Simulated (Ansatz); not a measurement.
Compressing W: a fit and a missing row

W, Fm-3m, a = 4.017 Å. This isn't the element's structure at ambient conditions. Ansatz: r2SCAN, PAW, 500 eV, Γ-centred 18×18×18 mesh on 1 atom, Gaussian smearing 0.10 eV; no spin polarisation. Symmetry fixes shape and atoms, so the cell is only scaled; pressure is positive in compression.

| V (Å³/atom) | P (GPa) |
| --- | --- |
| 14.262 | ? |
| 14.748 | 33.73 |
| 15.234 | 20.94 |
| 15.721 | 9.80 |
| 16.207 | 0.00 |
| 16.693 | -8.48 |
| 17.179 | -15.69 |
| 17.827 | -23.67 |

**Question.** Take V0 = 16.207 Å³/atom, fit the third-order Birch–Murnaghan form to the other rows, and predict the missing pressure.

**Answer.** With the Eulerian strain f = ½[(V0/V)^(2/3) − 1] and y = P/[3f(1 + 2f)^(5/2)], the form is the line y = B0 + 1.5 B0 (B0′ − 4) f. Rows (f, y): 0.03246, 296.0; 0.02107, 298.8; 0.01025, 302.9; -0.00975, 304.5; -0.01904, 302.7; -0.03077, 300.5. Means f = 0.0007033, y = 300.90; Σ(Δf)² = 0.003004, ΣΔfΔy = -0.2399; the slope is their ratio. y = 301.0 − 79.85 f GPa, so B0 = 301.0 GPa and B0′ = 4 + 2 × (-79.85)/(3 × 301.0) = 3.82. At V = 14.262, f = 0.04448, y = 297.45 and P = 49.12 GPa. The run gave 48.81 GPa, so the fit is 0.31 GPa too high, within twice the rms miss on the fitted rows (0.16 GPa).

Spin–orbit coupling is left out, which can shift energies with elements as heavy as these.